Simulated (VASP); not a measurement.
Energy against volume of BaSnO₃ (cubic perovskite). Calculation: PBE GGA, VASP's PBE PAW potentials (set 64) (plane waves; VASP). Settings: 520 eV cut-off, 5×5×5 Γ-centred mesh, Gaussian smearing of 0.050 eV, potentials Ba_sv Sn_d O.

| V (Å³/atom) | E (eV/atom) |
|---|---|
| 13.812 | -6.26040 |
| 14.252 | -6.27993 |
| 14.693 | -6.28622 |
| 15.134 | -6.28148 |

**Question.** Fit these four points and predict the energy of the run at 15.575 Å³/atom.

**Answer.** A cubic in V^(−2/3), the third-order Birch-Murnaghan form, passes through the four points with V0 = 14.71 Å³/atom and B0 = 132 GPa, and gives -6.2676 eV/atom there. The run gave -6.2683 eV/atom, -0.7 meV/atom from the fit; all five points give B0 = 129 GPa.

The compound is BaSnO3 in the cubic perovskite structure. It was relaxed first, which changed the volume by +5 %.
